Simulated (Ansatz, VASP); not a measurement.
# GaP in VASP and in Ansatz

```xyz
2
Lattice="0.0000 2.5472 2.5472 2.5472 0.0000 2.5472 2.5472 2.5472 0.0000" Properties=species:S:1:pos:R:3 pbc="T T T"
Ga    0.0000    0.0000    0.0000
P     1.2736    1.2736    1.2736
```

Alike in both runs: functional PBE; k mesh 10 × 10 × 10; occupations gaussian, width 0.02 eV; no spin polarisation.

Ansatz relaxed the structure, and its values are those at the end. VASP's run is a single point on that final structure, the one shown.

|  | VASP | Ansatz |
| --- | --- | --- |
| version | VASP 6.6.1 | Ansatz 0.2.0 |
| potentials or method | VASP PAW PBE potentials, release 64 (Ga_d, P) | scalar-relativistic, plane waves, PAW |
| plane-wave cutoff (eV) | 520 | 420 |
| valence electrons in the cell | 18 | 18 |

|  | VASP | Ansatz | Ansatz less VASP |
| --- | --- | --- | --- |
| gap on the k mesh at the Fermi level (eV) | 1.15 | 1.15 | -0.001 |
| least direct gap on the mesh (eV) | 3.57 | 3.56 | -0.009 |

The functional is the same, so the differences come from potentials, cutoffs and numerics.

 Expect the measured gap to be larger: semilocal functionals such as PBE lack the derivative discontinuity. A k mesh can miss the band edges.
